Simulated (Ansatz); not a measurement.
Here is an Ansatz 0.2.0 calculation.

Contents of input.yaml:

```yaml
crystal:
  lattice:
    - [0.0, 2.8755854299, 2.8755854299]
    - [2.8755854299, 0.0, 2.8755854299]
    - [2.8755854299, 2.8755854299, 0.0]
  atoms:
    - { symbol: Ge, position: [0.0, 0.0, 0.0] }
    - { symbol: Fe, position: [0.75, 0.75, 0.75], spin: 3.0 }
    - { symbol: Fe, position: [0.25, 0.25, 0.25], spin: 3.0 }
    - { symbol: Fe, position: [0.5, 0.5, 0.5], spin: 3.0 }
hamiltonian:
  xc: pbesol
  pseudopotentials: { kind: paw }
magnetization:
  spin_polarized: true
kpoints:
  mp_grid: { grid: [8, 8, 8] }
scf:
  occupations: { method: fermi_dirac, width: 0.05 }
output:
  forces: true
  stress: true
  eigenvalues: true
relax:
  f_tol: 0.01
  max_steps: 40
  cell: { stress_tol: 0.05, p_target: 2.0 }
```

Potentials or basis: Ansatz PAW.

Launch:

```bash
$ ansatz run input.yaml --threads 2 --pin off --max-ram 5632MiB --backend cpu --events-out ev --progress --plain --runs-dir out
```

Q: Predict the space group after relaxing (to 0.05 Å).

A: Fm-3m (No. 225).

Q: Predict the relaxed volume.

A: 11.06 Å³/atom.

Final structure:
```yaml
crystal:
  lattice:
    - [0.00000, 2.80709, 2.80709]
    - [2.80709, 0.00000, 2.80709]
    - [2.80709, 2.80709, 0.00000]
  atoms:
    - { symbol: Ge, position: [0.00000, 0.00000, 0.00000] }
    - { symbol: Fe, position: [0.75000, 0.75000, 0.75000] }
    - { symbol: Fe, position: [0.25000, 0.25000, 0.25000] }
    - { symbol: Fe, position: [0.50000, 0.50000, 0.50000] }
```

Caveat: the PAW data sets come from PBE, with cores solved anew for the run's functional, which leaves a small shift of forces and pressure.
